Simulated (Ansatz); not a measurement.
Relaxed sheet of MoS₂, cell area A = 8.515 Å²:

```yaml
crystal:
  lattice:
    - [3.13568, 0.00000, 0.00000]
    - [-1.56784, 2.71558, 0.00000]
    - [0.00000, 0.00000, 32.41157]
  periodic: [true, true, false]
  atoms:
    - { symbol: S, position: [0.00000, 0.00000, 0.45038] }
    - { symbol: Mo, position: [0.66667, 0.33333, 0.50000] }
    - { symbol: S, position: [0.33333, 0.66667, 0.54962] }
```

Method: DFT PBE+D3(BJ), scalar-relativistic, plane waves, PAW in Ansatz. Settings: cutoff 420 eV, Γ-centred mesh 18×18×1 on the computed 3-atom cell, Gaussian smearing of 0.10 eV; no spin polarisation. The sheet is isolated along c (Coulomb cut-off).

Under strain along x with y held, atoms relaxed, stress positive in compression; ΔE is the free energy at this smearing, of which the stress is the derivative:

```csv
strain (%),σxx (N/m),σyy (N/m),ΔE (meV/cell),thickness (Å)
-2,2.273,-0.208,11.33,3.250
+2,-1.797,0.288,9.66,3.181
```

(1) Which in-plane elastic constants follow from the stresses?

(2) Do the energies agree?

(3) The unstrained thickness between the outer atoms is 3.217 Å. How does it respond?

Answers

(1) Central differences over Δε = 0.04 give C11 = 101.8 N/m from the stress along the strain and C12 = -12.4 N/m from the stress across it. The sheet is hexagonal, so C22 = C11: Poisson's ratio is C12/C11 = -0.12, Young's modulus (C11² − C12²)/C11 = 100 N/m and the shear modulus (C11 − C12)/2 = 57.1 N/m.

(2) The second difference [ΔE(−ε) + ΔE(+ε)]/(A·ε²) = (11.33 + 9.66) meV/(8.515 Å² × 0.0004) × 16.02 N/m per eV/Å² = 98.7 N/m should equal C11 = 101.8 N/m; they differ by 3.0 %, so the constants are uncertain by about that much (finite strain steps and the basis changing with the cell). The stress in compression and in tension differ in size because of the third-order constants.

(3) d ln t/dε = (3.181 − 3.250)/(3.217 × 0.04) = -0.54: the sheet thins as it is stretched, as its bonds turn towards the plane.

The reference crystal is a form of MoS2, which isn't its usual structure.

The negative C12 makes this octahedral (1T) sheet auxetic in the plane: stretched along x, it pushes outward along y, and both signs of strain show this. Through the thickness it responds conventionally, so the anomaly is confined to the plane. The usual trigonal-prismatic form has a positive in-plane Poisson's ratio. The difference probably lies in the d² filling of Mo(IV). In octahedral coordination the two electrons partly fill t2g-derived bands, whose orbitals point towards neighbouring Mo atoms across the shared octahedral edges. Metal–metal bonding then competes with the Mo–S framework in setting the lateral response, whereas in the prismatic form the electrons fill a separate band and leave a gap.

The same partly filled bands drive the well-known clustering of Mo atoms into chains in 1T-MoS₂, which the three-atom cell forbids. The positive elastic moduli therefore show resistance to uniform in-plane strain only, and the constants belong to the undistorted sheet; neither they nor the auxetic sign can be carried over to the distorted phase.
